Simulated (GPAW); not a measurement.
TiSi, 2 atoms in the cell. It takes space group Cmmm (No. 65, orthorhombic). Conventional cell: a = 3.632 Å, b = 4.235 Å, c = 3.804 Å, α = 90.00°, β = 90.00°, γ = 90.00°. Ti (site symmetry mmm) is surrounded by 8 Si at 2.63 to 2.85 Å and 4 Ti at 2.79 Å. Si (site symmetry mmm) has 8 Ti at 2.63 to 2.85 Å and 4 Si at 2.79 Å as nearest neighbours. The cell comes from a database or a generator and needn't be the stable form of this composition.

| Property | Result |
| --- | --- |
| Program | GPAW 26.7.0 |
| Task | relaxation of cell and atoms |
| Functional | PBEsol |
| Potentials or basis | PAW data sets generated in the run's folder for this functional |
| Cutoff | 600 eV |
| Basis | pw |
| k mesh | 8 × 8 × 6 |
| Occupations | fermi-dirac, width 0.05 eV |
| Spin | no spin polarisation |
| Target pressure | 20 GPa |
| Maxiter | 150 |
| Optimizer | BFGS |
| Fmax | 0.02 eV/Å |
| Max steps | 60 |
| Target pressure | 20 GPa |
| Convergence | density=1e-05 forces=0.0001 |

Potentials or basis: PAW data sets generated in the run's folder for this functional, pw.

Run with:

```sh
$ gpaw-setup -f PBEsol Si Ti
$ OMP_NUM_THREADS=1 python run.py
```

Hardware: 1 thread of Arm Neoverse V2, on a shared host.

Question: How long does it take, and how much memory?

Answer: Run time: 2.3 min on 1 thread of Arm Neoverse V2, with other jobs on the host, peak memory 0.26 GiB. Counts: scf iterations 88, plane waves 1005, bands 18, k points 84, ion steps 9.
